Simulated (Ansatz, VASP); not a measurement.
## CdTe in VASP and in Ansatz

The input INCAR:

```
ALGO = Normal ; EDIFF = 1E-6
ENCUT = 520 ; GGA = PS
ISIF = 2 ; ISMEAR = 0
LASPH = T ; LCHARG = F
LREAL = F ; LWAVE = F
NBANDS = 16 ; NELM = 60
PREC = Accurate ; SIGMA = 0.05
```

KPOINTS

```
k-points
0
Gamma
  8 8 8
```

POSCAR

```
CdTe
1.0
    0.0000000000      3.2891246061      3.1575596218
    3.2891246061      0.0000000000      3.1575596218
    3.2891246061      3.2891246061      0.0000000000
Cd Te
1 1
Direct
    0.0000000000      0.0000000000      0.0000000000
    0.7500000000      0.7500000000      0.7500000000
```

Input for Ansatz:

```yaml
crystal:
  lattice:
    - [0.0, 3.2891246061, 3.1575596218]
    - [3.2891246061, 0.0, 3.1575596218]
    - [3.2891246061, 3.2891246061, 0.0]
  atoms:
    - { symbol: Cd, position: [0.0, 0.0, 0.0] }
    - { symbol: Te, position: [0.75, 0.75, 0.75] }
basis:
  ecutwfc: 420
kpoints:
  mp_grid: { grid: [8, 8, 8] }
hamiltonian:
  xc: pbesol
scf:
  occupations: { method: gaussian, width: 0.05 }
output:
  forces: true
  stress: true
  eigenvalues: true
```

Alike in both runs: task single point; functional PBEsol; k mesh 8 × 8 × 8; occupations gaussian, width 0.05 eV; no spin polarisation.

|  | VASP | Ansatz |
| --- | --- | --- |
| version | VASP 6.6.1 | Ansatz 0.2.0 |
| potentials or method | VASP PAW PBE potentials, release 64 (Cd, Te) | scalar-relativistic, plane waves, PAW |
| plane-wave cutoff (eV) | 520 | 420 |
| valence electrons in the cell | 18 | 36 |

Ansatz gave:

```
gap on the k mesh at the Fermi level (eV)       : 0.56
least direct gap on the mesh (eV)               : 0.56
pressure (GPa)                                  : 0.0
largest component of the traceless stress (GPa) : 0.43
```

Question: What did VASP give for the same quantities?

Answer: gap on the k mesh at the Fermi level (eV): 0.56; least direct gap on the mesh (eV): 0.56; pressure (GPa): 0.1; largest component of the traceless stress (GPa): 0.43.

With one functional, cell and mesh, what is left measures potentials, basis and numerics. The two sets of potentials don't hold the same shells in valence.

Caveats: the PAW data sets were made with another functional, which shifts forces and pressure a little (VASP); spin-orbit coupling is left out, which moves the levels of the heavy elements. Expect the measured gap to be larger: semilocal functionals such as PBEsol lack the derivative discontinuity.
